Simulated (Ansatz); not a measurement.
**One structure, 3 elements: MgS, CaS, BaS**

Plane-wave DFT in Ansatz with scalar-relativistic PAW potentials, cutoff 420 eV, Γ-centred meshes chosen by cell and gap, Gaussian smearing with energies taken to zero width. Every cell was relaxed (cell and atoms) in a run of its own, within the symmetry of its start. Functional: PBEsol.

All members share space group Fm-3m and the same sites; only the element on one set of sites changes (Mg, Ca, Ba). Members needn't be the stable form of their composition. Energies over the elements, where given, are against the elements' standard states in the same functional (H₂, N₂, O₂ and halogens uncorrected, Hg as a solid). The first member:

Space group Fm-3m (No. 225). a = 5.182 Å, b = 5.182 Å, c = 5.182 Å, α = 90.00°, β = 90.00°, γ = 90.00°
| atom | site | symmetry | x | y | z |
| --- | --- | --- | --- | --- | --- |
| Mg | 4a | m-3m | 0.0000 | 0.0000 | 0.0000 |
| S | 4b | m-3m | 0.5000 | 0.0000 | 0.0000 |

How do size, gap and binding change down the group?

| compound | V (Å³/atom) | a (Å) | gap on mesh (eV) | energy over elements (eV/atom) |
| --- | --- | --- | --- | --- |
| MgS | 17.39 | 5.182 | 2.73 | -1.488 |
| CaS | 22.34 | 5.633 | 2.16 | -2.214 |
| BaS | 31.73 | 6.332 | 2.04 | -2.149 |

Over the series the volume grows at each step down the group; the gap narrows; binding against the elements is strongest for Ca.

Spin-orbit coupling is left out, which matters for the bands of heavy elements.